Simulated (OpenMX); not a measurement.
Runs of OpenMX 3.8.5 on ZrSe2. It takes space group P-3m1 (No. 164, trigonal). The conventional cell has a = 3.798 Å, b = 3.798 Å, c = 6.192 Å, α = 90.00°, β = 90.00°, γ = 120.00°. Around Zr (site symmetry -3m) lie 6 Se at 2.68 Å. Around Se (site symmetry 3m) lie 3 Zr at 2.68 Å. 

| task | level | potentials or basis | max SCF cycles | grid points, held for all volumes | gap on the mesh (eV) | pressure (GPa) | V0 of scaled cells (Å³/atom) | B0 (GPa) | largest force (eV/Å) |
| --- | --- | --- | --- | --- | --- | --- | --- | --- | --- |
| band structure | PBE | OpenMX 2013 PBE set, Zr7.0-s3p2d2f1, Se7.0-s3p2d2f1, grid cutoff 400 Ry | 100 | - | (b) | 2.2 | - | - | 0.44 |
| equation of state | LDA | OpenMX 2013 LDA set, Zr7.0-s3p2d2, Se7.0-s3p2d2, fixed grid of 40 × 40 × 75 points | - | 40 × 40 × 75 | - | - | 25.13 | 83 | - |
| equation of state | PBE | OpenMX 2013 PBE set, Zr7.0-s3p2d1, Se7.0-s3p2d1, fixed grid of 40 × 40 × 75 points | - | 40 × 40 × 75 | - | - | 26.90 | 73 | - |
| band structure | LDA | OpenMX 2013 LDA set, Zr7.0-s3p2d2, Se7.0-s3p2d2, grid cutoff 400 Ry | 100 | - | 0.21 | -2.0 | - | - | (a) |
| band structure | PBE | OpenMX 2013 PBE set, Zr7.0-s3p2d1, Se7.0-s3p2d1, grid cutoff 400 Ry | 100 | - | 0.29 | 3.4 | - | - | 0.69 |

Alike in all rows: no spin polarisation; cell as given; k mesh 9 × 9 × 5; smearing fermi-dirac 0.05 eV.

Q: Estimate the missing entries.

A: (a) 0.24; (b) 0.33.

Caveats: the basis of atomic orbitals isn't converged, which shifts pressures, moduli and gaps; this functional lacks dispersion, which binds the layers, so the pressure and a relaxed spacing across them are unreliable (some runs); volumes in these bases differ from converged ones by about 1 %, for some elements by several (some runs); the cell was scaled at fixed shape and fractional positions, which overstates the stiffness of a crystal with free parameters, most of all of layers and chains (some runs).

A k mesh can miss the band edges, and the runs leave out spin-orbit coupling on Se, Zr.
